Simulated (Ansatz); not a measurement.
# Zn: the cost of one run

Program: Ansatz 0.2.0. Level of theory: DFT PBE, scalar-relativistic, plane waves, PAW. These are calculated values, not measurements.

A COD entry behind a cell of this session may itself be a prediction, so a difference from it is no test against experiment.

### Step 1. The starting structure

It takes space group P6_3/mmc (No. 194, hexagonal). Conventional cell: a = 3.373 Å, b = 3.373 Å, c = 11.016 Å, α = 90.00°, β = 90.00°, γ = 120.00°. Around Zn (site symmetry 3m) lie 4 Zn at 2.07 Å.

Structure file:

```xyz
8
Lattice="3.3730 0.0000 0.0000 -1.6865 2.9211 0.0000 0.0000 0.0000 11.0162" Properties=species:S:1:pos:R:3 pbc="T T T"
Zn    0.0000    0.0000    1.0328
Zn    0.0000    0.0000    6.5409
Zn    0.0000    0.0000    4.4753
Zn    0.0000    0.0000    9.9835
Zn    0.0000    1.9474    1.7213
Zn    1.6865    0.9737    7.2294
Zn    0.0000    1.9474    3.7868
Zn    1.6865    0.9737    9.2949
```

This is candidate A: C type (P6_3/mmc, No. 194).

(A quick probe on a coarse mesh, which set the mesh and smearing, is not shown.)

### Step 3. Rough relaxation on the coarse mesh (candidate A)

Contents of input.yaml:

```yaml
crystal:
  lattice:
    - [3.3730316337, 0.0, 0.0]
    - [-1.6865158168, 2.9211310825, 0.0]
    - [0.0, 0.0, 11.0162212482]
  atoms:
    - { symbol: Zn, position: [0.0, 0.0, 0.09375] }
    - { symbol: Zn, position: [0.0, 0.0, 0.59375] }
    - { symbol: Zn, position: [0.0, 0.0, 0.40625] }
    - { symbol: Zn, position: [0.0, 0.0, 0.90625] }
    - { symbol: Zn, position: [0.3333333333, 0.6666666667, 0.15625] }
    - { symbol: Zn, position: [0.6666666667, 0.3333333333, 0.65625] }
    - { symbol: Zn, position: [0.3333333333, 0.6666666667, 0.34375] }
    - { symbol: Zn, position: [0.6666666667, 0.3333333333, 0.84375] }
basis:
  ecutwfc: 420
kpoints:
  mp_grid: { grid: [6, 6, 2] }
hamiltonian:
  xc: pbe
scf:
  occupations: { method: gaussian, width: 0.1 }
  lower_state_search: "off"
output:
  forces: true
  stress: true
  eigenvalues: true
relax:
  adjacent_minimum: "off"
  f_tol: 0.04
  max_steps: 70
  cell: { stress_tol: 0.4 }
```

**Question.** How long does this run take on 1 thread of an x86-64 CPU, shared host, and how much memory does it need?

About 3.6 min, with a peak of 0.6 GiB.
